The crystal is carbon with four neighbours at 1.54 Å around each atom: diamond bonding, but with double layers stacked in a sequence that repeats after six and has hexagonal symmetry. Every run solves the same PBE problem for the same fixed cell. Differences between rows therefore come from how each run represents the electrons.

PBE band gaps of hexagonal carbon (P6₃/mmc, 12 atoms per cell) at fixed geometry, without spin polarisation or spin–orbit coupling. All runs use a 12×12×3 k mesh, on which both gaps are read, and Fermi–Dirac smearing of 0.05 eV. The basis is given as the plane-wave cutoff for Ansatz, Kmax in 1/bohr for FLEUR and the orbital set for SIESTA.

```tsv
program	potentials	basis	gap (eV)	direct gap (eV)
Ansatz	JTH PAW	780 eV	4.377	5.301
Ansatz	Ansatz PAW	420 eV	4.387	5.305
Ansatz	Ansatz-PAW-polarizable	420 eV	4.387	5.305
FLEUR	all-electron	5.04 Kmax	4.390	5.319
SIESTA	PseudoDojo-0.4-standard-NC	TZP	4.481	5.340
SIESTA	PseudoDojo-0.4-standard-NC	DZP	4.520	5.394
```

**1. Which is larger, the gap or the direct gap, and why?**

The direct gap is larger in every row, by about 0.9 eV. It compares filled and empty states at the same k-point, while the gap may take its two edges from different points. Here the valence top lies at the zone centre and the lowest empty state lies elsewhere, as in cubic diamond. The usual picture, not computed here, is that symmetry at the zone centre keeps the lowest antibonding p states from mixing with many higher states; away from it they may mix, and one branch is pushed down. A mesh can step over the true edge, so the gap read from it can be too large but never too small.

**2. How many digits of the gap can be trusted?**

The PAW and all-electron rows agree within 13 meV, so 4.4 eV is a safe statement of the PBE gap for this cell and mesh. The second decimal already differs by one between these rows, and the third belongs to the run. The two Ansatz rows at 420 eV are nearly the same calculation and count as one witness. This agreement shows that the PBE equations were solved consistently, not that PBE is right: it is known to underestimate the gap of carbon in the diamond structure by more than 1 eV.

**3. Why does PAW match the all-electron result, and would it do so for another element?**

Consider the limit of an infinitely deep core: it wouldn't respond to bonding at all, and freezing it would cost nothing. Carbon is close to that limit, with its 1s level 266 eV below the valence top. PAW also restores the full shape of the valence states near each nucleus, so with good atomic data and enough plane waves little is left to differ. In gallium or zinc a filled d shell lies far closer to the valence band and responds to the surroundings. There the choice of which shells to freeze can shift a gap, and the d shell should be tested as valence.

**4. Why are the two SIESTA gaps larger?**

They exceed the all-electron gap by 0.09 and 0.13 eV, or 2 to 3 percent. In the limit of a complete basis, the functions chosen would not matter. For a fixed Hamiltonian, adding functions can only lower a level or leave it where it is. Orbitals made from free atoms already describe filled bonding states well, so those have little left to gain. Empty antibonding states have more nodes and spread further between the atoms, so a small basis leaves them too high and the gap too wide.

That is the argument from theory, and the table agrees with it in sign. SIESTA also uses a different pseudopotential, however, and its share of the excess is not known from these runs; a plane-wave run with that same potential would separate it.

**5. Does a small basis lift all empty levels alike?**

If it did, the direct gap would grow by exactly as much as the gap. For the TZP row the gap excess is $4.481-4.390=0.091$ eV. Added to the all-electron direct gap, this predicts $5.319+0.091=5.410$ eV, but the run gives 5.340 eV. The rigid shift, which has no fitted constant, thus misses by 0.07 eV, most of the shift it assumed.

It fails for DZP as well, and stretching all gaps by a common factor does worse in both SIESTA rows; the printed output has the comparison for every row. Against the all-electron run the gap is further off than the direct gap, but that comparison also includes the change of potential. Between the two SIESTA runs, which share a potential, the order turns round: the direct gap moves more than the gap. So the basis doesn't act on all levels alike, but these runs don't settle which edge it lifts most. In practice, one correction read from one gap should not be applied to a whole band structure.

**6. Does the step from DZP to TZP measure the effect of one more orbital per shell?**

Not cleanly. The gap falls by 39 meV and the direct gap by 54 meV, both towards the all-electron values. The total energy falls too, by 34 meV per atom, which for the same potential marks TZP as the better basis for the filled states. But the two runs also cut off their orbitals at different radii, so number and range change together. A clean test changes one of them at a time and follows the particular gap that is needed, since the two gaps don't converge in step.

**7. Is there a small energy difference that does belong to the crystal?**

Yes: the splitting of the valence top at the zone centre. In cubic diamond, without spin–orbit coupling, three p-like bonding states are degenerate there. Hexagonal stacking singles out one axis, and one state drops 0.15 eV below the other two. The cell has the height-to-width ratio of ideal cubic layers, so axial strain is not needed to explain it. The size of the splitting holds for this fixed geometry, though: forces and an uneven stress along the axis remain, and relaxing the crystal would change it somewhat.

The all-electron run and the two PAW runs compared agree on this splitting to about 1 meV, far better than on the gap. The three states are close in energy and of similar character, so errors of representation can largely cancel; a small splitting also leaves less room for error. Being filled is not enough: the next level down, about 1 eV below the valence top, differs by up to 8 meV between the same runs.

**8. Can the valence tops of two runs be subtracted to get a band offset?**

The limiting case is a crystal joined to itself, where the offset must be zero. Subtracting the valence tops of the two SIESTA runs gives 2.24 eV instead, although their gaps differ by only 0.04 eV. An infinite periodic crystal has no vacuum level to fix the zero of its potential, so each run sets its own. Until the two scales are aligned, only differences between levels of the same run have a meaning.

This matters where diamond-type carbon serves in power devices, because barriers at contacts and gate dielectrics depend on such offsets. The levels of the two materials must first be tied to a common reference, such as the electrostatic potential across a computed interface. Even then, an offset of the conduction bands inherits the error of the gap, about 0.1 eV in the SIESTA runs here, as well as the larger error of PBE itself.

Numerical output:

```
Excess over the all-electron row and misses of two simple pictures for the direct gap:
     row  gap excess meV  direct gap excess meV  direct less indirect gap eV  miss of rigid shift meV  miss of common stretching meV
  Ansatz             -13                    -18                        0.924                        5                          2.249
  Ansatz              -3                    -14                        0.918                       11                          10.37
  Ansatz              -3                    -14                        0.918                       11                          10.37
   FLEUR               0                      0                        0.929                        0                              0
  SIESTA              91                     21                        0.859                       70                          89.26
  SIESTA             130                     75                        0.874                       55                          82.51
Spread of the gap over the PAW and all-electron rows, meV: 13
Spread of the direct gap over the PAW and all-electron rows, meV: 18
Spread of the gap over all rows, meV: 143
Gap excess of SIESTA TZP, percent of the all-electron gap: 2.073
Gap excess of SIESTA DZP, percent of the all-electron gap: 2.961
Fall of the gap from DZP to TZP, meV: 39
Fall of the direct gap from DZP to TZP, meV: 54
Total energy of DZP above TZP, meV per atom: 33.94
Valence top on the own energy scale of each run:
     row  valence top eV
  Ansatz           13.43
  Ansatz           13.41
  Ansatz           13.41
   FLEUR           12.37
  SIESTA           -3.75
  SIESTA          -5.986
Valence top of TZP above that of DZP, eV: 2.236
Power of ten of the conduction edge occupation at 0.05 eV smearing: -19.07
Power of ten of the conduction edge occupation at 0.10 eV smearing: -9.533
Splitting of the valence top at the zone centre, both PAW rows with printed levels, eV: 0.151
Splitting of the valence top at the zone centre, all-electron row, eV: 0.15
Height per bilayer over in-plane edge, deviation from the ideal ratio, percent: 0.006262
Depth of the carbon 1s level below the valence top, all-electron row, eV: 265.9
```
